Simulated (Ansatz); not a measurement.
# LiF: the change of least direct gap with volume per atom

Band levels at named k points (names of the unstrained cell) at fixed atoms, from the valence top (v1 top filled band, c1 lowest empty), gap the least over mesh, points and any path between them, spin-unpolarised plane waves, DDH-PBE0 mixes 1/eps_inf of exact exchange. The results are calculated, by Ansatz 0.2.0.

Cell of the first row (space group Fm-3m, No. 225):
```
CELL_PARAMETERS angstrom
0.00000 1.91510 1.91510
1.91510 0.00000 1.91510
1.91510 1.91510 0.00000
ATOMIC_POSITIONS crystal
Li 0.00000 0.00000 0.00000
F 0.50000 0.50000 0.50000
```

Settings of every row: periodic directions 3; functional r2SCAN; spin orbit no; potentials PAW; wave cutoff 500 eV; k mesh 10x10x10; smearing width 0 eV.

Point:
```csv
name,a (fraction of the reciprocal vector),b (fraction of the reciprocal vector),c (fraction of the reciprocal vector)
Gamma,0,0,0
X,0.5,0,0.5
U,0.625,0.25,0.625
K,0.375,0.375,0.75
L,0.5,0.5,0.5
W,0.5,0.25,0.75
extra_v,-0.0625,0,0.0625
```

Limits: semilocal functionals tend to give too small a gap.

```csv
row,volume per atom (Å³),least direct gap (eV),band gap (eV)
1,7.024,11.608,11.608
2,7.245,11.265,11.265
3,7.939,10.33,10.33
4,7.941,10.327,10.327
5,8.179,10.048,10.048
6,8.425,9.779,9.779
7,8.675,9.523,9.523
8,9.309,?,?
9,9.45,8.826,8.826
```

Question: what least direct gap should row 8 give?

Worked fit of least direct gap. Take t = volume per atom − 8.1, in Å³. The shown rows have t = -1.076, -0.855, -0.161, -0.159, 0.079, 0.325, 0.575, 1.35. Least squares give least direct gap = 10.1414 − 1.18504 × t + 0.15867 × t² eV; a straight line predicts inner rows, each left out in turn, worse (root mean square 0.083 against 0.0087 eV). The rows lie off it by 0.008, -0.006, -0.006, -0.007, -0.001, 0.006, 0.011, -0.005 (root mean square 0.0068 eV), a smooth pattern that one more power would take up: the form is only approximate. The withheld row has t = 1.209, so the fit gives 10.1414 − 1.18504 × (1.209) + 0.15867 × (1.209)² = 8.941 eV.

The calculation gave 8.944 eV. The fit lies 0.003 eV (0.11 % of the column's range) below it; its largest miss of a shown row is 0.011 eV.

The other values of row 8: band gap 8.944 eV.
